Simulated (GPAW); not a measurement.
Runs of GPAW 26.7.0 on CuAu. It takes space group P4/mmm (No. 123, tetragonal). Conventional cell: a = 2.811 Å, b = 2.811 Å, c = 3.685 Å, α = 90.00°, β = 90.00°, γ = 90.00°. Au (site symmetry 4/mmm) is surrounded by 8 Cu at 2.71 Å and 4 Au at 2.81 Å. Around Cu (site symmetry 4/mmm) lie 8 Au at 2.71 Å and 4 Cu at 2.81 Å. 

```csv
task,level,potentials or basis,cell,k mesh,cutoff (eV),band path,band points,convergence,supercell,supercell k mesh,gap on the mesh (eV),pressure (GPa),V0 of scaled cells (Å³/atom),relaxed volume (Å³/atom),B0 (GPa)
band structure,LDA,"the program's PAW data sets (release 1.2.1) made for this functional, pw",as given,9 × 9 × 7,600,"GXMGZRAZ,XR,MA",100,-,-,-,-,(d),-,-,-
equation of state,PBE,"GPAW PAW data sets (gpaw-data 1.2.1), pw",as given,9 × 9 × 7,600,-,-,-,-,-,-,-,15.19,-,139
phonons,PBE,"GPAW PAW data sets (gpaw-data 1.2.1), pw",relaxed,7 × 7 × 5,510,-,-,density=1e-06 eigenstates=1e-09,1 × 1 × 1,7 × 7 × 5,none,0.0,-,-,-
relaxation of cell and atoms,PBEsol+D3(BJ),"PAW data sets generated in the run's folder for this functional, pw",relaxed,9 × 9 × 7,600,-,-,density=1e-05 forces=0.0001,-,-,none,-0.1,-,13.90,-
relaxation of cell and atoms,PBEsol+D3(BJ)+ATM,"PAW data sets generated in the run's folder for this functional, pw",relaxed,9 × 9 × 7,600,-,-,density=1e-05 forces=0.0001,-,-,none,-0.1,-,14.06,-
relaxation of cell and atoms,PBEsol,"PAW data sets generated in the run's folder for this functional, pw",relaxed,9 × 9 × 7,600,-,-,density=1e-05 forces=0.0001,-,-,none,0.0,-,14.42,-
single point,PBE,"GPAW PAW data sets (gpaw-data 1.2.1), pw",as given,9 × 9 × 7,600,-,-,-,-,-,none,6.5,-,-,-
equation of state,LDA,"the program's PAW data sets (release 1.2.1) made for this functional, pw",as given,9 × 9 × 7,600,-,-,-,-,-,-,-,(a),-,191
equation of state,PBEsol,"PAW data sets generated in the run's folder for this functional, pw",as given,9 × 9 × 7,600,-,-,-,-,-,-,-,(c),-,170
relaxation of cell and atoms,PBEsol+D4,"PAW data sets generated in the run's folder for this functional, pw",relaxed,9 × 9 × 7,600,-,-,density=1e-05 forces=0.0001,-,-,none,-0.1,-,14.15,-
relaxation of cell and atoms,PBEsol+D3,"PAW data sets generated in the run's folder for this functional, pw",relaxed,9 × 9 × 7,600,-,-,density=1e-05 forces=0.0001,-,-,none,-0.1,-,14.03,-
band structure,PBEsol,"PAW data sets generated in the run's folder for this functional, pw",as given,9 × 9 × 7,600,"GXMGZRAZ,XR,MA",100,-,-,-,-,(b),-,-,-
```

Alike in all rows: no spin polarisation; smearing fermi-dirac 0.05 eV.

**Question.** Estimate the missing entries.

**Answer.** (a) 14.00; (b) -1.5; (c) 14.44; (d) -6.8.

Caveats: later steps reuse the first step's grids (some runs); pairwise dispersion overbinds metals, which lowers pressure and volume (some runs); the cell was scaled at fixed shape and fractional positions, which overstates the stiffness of a crystal with free parameters, most of all of layers and chains (some runs); the cutoff is short for stress and forces, so pressures can be off by a GPa or more (some runs).

A k mesh can miss the band edges, and the runs leave out spin-orbit coupling on Au.

A gap of «none» marks a metal or a gap under the smearing width.

Not every run made on this cell is shown here.
